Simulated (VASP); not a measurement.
## Ta: equation of state with PBE

**Experimental background.**

“Pressure effects on the electronic structure and superconductivity of (TaNb)0.67(HfZrTi)0.33 high entropy alloy”, 2019, arxiv:1910.08312 quotes, for a bulk crystal of Ta: bulk modulus 194 GPa.

The system is Ta.

```xyz
1
Lattice="-1.6513 1.6513 1.6513 1.6513 -1.6513 1.6513 1.6513 1.6513 -1.6513" Properties=species:S:1:pos:R:3 pbc="T T T"
Ta    0.0000    0.0000    0.0000
```

* Program: VASP 6.6.1
* Task: equation of state
* Functional: PBE
* Potentials or basis: VASP PAW PBE potentials, release 64 (Ta_pv)
* Cutoff: 520 eV
* k mesh: 11 × 11 × 11
* Occupations: fermi-dirac, width 0.05 eV
* Spin: no spin polarisation
* Further INCAR settings: ALGO = Normal; EDIFF = 1e-07; NBANDS = 12

| Quantity | Value |
| --- | --- |
| Equilibrium volume | 18.26 Å³/atom |
| Bulk modulus | 196 GPa |
| Pressure derivative of the bulk modulus | 4.4 |

Energy against volume, from the lowest point:
```
volume (Å³/atom)  energy (meV/atom)
          16.930              67.25
          17.290              34.19
          17.650              12.75
          18.010               1.70
          18.371               0.00
          18.731               6.70
          19.091              20.99
```

All runs of the series together: 50 s on 1 thread of AMD EPYC 9R45 (Zen 5) (shared host).

Against the measured bulk modulus of Ta, 194 GPa (quoted in “Pressure effects on the electronic structure and superconductivity of (TaNb)0.67(HfZrTi)0.33 high entropy alloy”, 2019, arxiv:1910.08312), the calculated 196 GPa is off by +0.9 %. The fit is for a static lattice scaled at fixed shape and fixed fractional positions.

Spin-orbit coupling is left out, which matters for the levels of Ta. PBE usually gives volumes a little too large and moduli too small.
